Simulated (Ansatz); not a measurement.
GaN, DFT, PBE, all-electron LAPW, scalar-relativistic (Ansatz 0.2.0), run on 1 thread of Arm Neoverse V1 on a shared host.

The cell is a database entry far from equilibrium at this level of theory, probably a faulty or high-pressure entry; it serves as a test geometry alone. The listed cell was then made from it by scaling, straining or moving an atom.

Command: `ansatz run input.yaml --threads 1 --pin off --max-ram 3072MiB --backend cpu --events-out ev --progress --plain --runs-dir out`

```yaml
crystal:
  lattice:
    - [0.0, 1.9925, 2.052275]
    - [1.9925, 0.0, 2.052275]
    - [1.9925, 1.9925, 0.0]
  atoms:
    - { symbol: Ga, position: [0.5, 0.5, 0.5] }
    - { symbol: "N", position: [0.0, 0.0, 0.0] }
kpoints:
  mp_grid: { grid: [13, 13, 13] }
  band_path:
    path:
      - [0.0, 0.0, 0.0]
      - [0.0, 0.5, 0.5]
      - [0.25, 0.75, 0.5]
      - [0.0, 0.5, 0.0]
      - [0.0, 0.0, 0.0]
      - [0.5, 0.5, 0.0]
      - [0.3678244886, 0.6321755114, 0.0]
      - [-0.3678244886, 0.3678244886, 0.0]
      - [0.0, 0.0, 0.0]
    npoints: 5
scf:
  occupations: { method: fermi_dirac, width: 0.02 }
hamiltonian:
  xc: pbe
  pseudopotentials: { kind: all_electron, lapw: { basis_error: 0.001 } }
output:
  forces: true
  stress: true
  eigenvalues: true
```

Problem. How large is the problem that the program sets up?

Solution. 196 irreducible k-points, 315 plane waves at Γ, 18 bands.

Problem. About how long does it take, and how much memory does it use?

Solution. 32 s of wall time for 7 SCF iterations, with a peak of 0.53 GiB. Times on shared machines scatter by tens of per cent.
